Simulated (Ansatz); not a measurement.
KF built on the zincblende prototype, relaxed with r2SCAN in the plane-wave code Ansatz: space group F-43m (No. 216), cubic; a = 5.871 Å in the conventional setting, 25.29 Å³ an atom. Around K lie 4 F at 2.54 Å; around F lie 4 K at 2.54 Å. The cell was then strained (x, y and z are the cube axes), with the atoms relaxed again; stress is positive in compression. (Calculated; spin-unpolarised; the phase may be known or hypothetical.)

- Uniaxial -1.03 % along z, other directions held: r2SCAN's stress changes by +0.25 GPa along the strain and +0.24 GPa across it.
- Isotropic -1.09 % on every length: the pressure changes by +0.83 GPa, and the HSE06 gap (W → Γ) goes from 7.038 to 7.136 eV.
- Epitaxial strain of -1.53 % in the (001) plane: the free normal strain is +2.85 % and the in-plane stress changes by +0.06 GPa.

(1) Estimate C₁₁, C₁₂ and the bulk modulus from the uniaxial step.

(2) What bulk modulus does the isotropic step give?

(3) Give the volume deformation potential of that gap and its pressure coefficient.

(4) What do the film's normal strain and stress say about the elastic constants?

(5) How much elastic energy does the film store, with 25.29 Å³ an atom?

Answers

(1) With compression positive, C₁₁ ≈ −Δσ∥/ε = (-0.25)/(-0.0103) = 24 GPa and C₁₂ ≈ (-0.24)/(-0.0103) = 23 GPa; B = (C₁₁ + 2C₁₂)/3 = 24 GPa. A one-sided step carries third-order terms: it reads high by some per cent.

(2) Δ ln V = 3 ln(0.9891) = -0.0329, so B ≈ −ΔP/Δ ln V = 25 GPa, against 24 GPa from C₁₁ and C₁₂; one-sided steps of finite size carry third-order terms.

(3) a_V = ΔE_g/Δ ln V = (+0.098)/(-0.0329) = -2.98 eV; dE_g/dP = −a_V/B = +118 meV/GPa, with HSE06's gap and r2SCAN's modulus.

(4) ε⊥/ε∥ = (+0.0285)/(-0.0153) = -1.86, which linear elasticity sets to −2C₁₂/C₁₁ = -1.92 from the uniaxial step. The biaxial modulus is M = −Δσ/ε∥ = 4 GPa (C₁₁ + C₁₂ − 2C₁₂²/C₁₁ = 3 GPa).

(5) u = M ε∥² = −Δσ ε∥ = -0.06 × (-0.0153) = 0.0009 GPa, and 1 GPa Å³ is 6.2415 meV: 0.14 meV an atom. The total energies of the two runs differ by 0.20 meV an atom.

The meshes of the hybrids are coarse, so their gaps aren't converged to the digits shown.
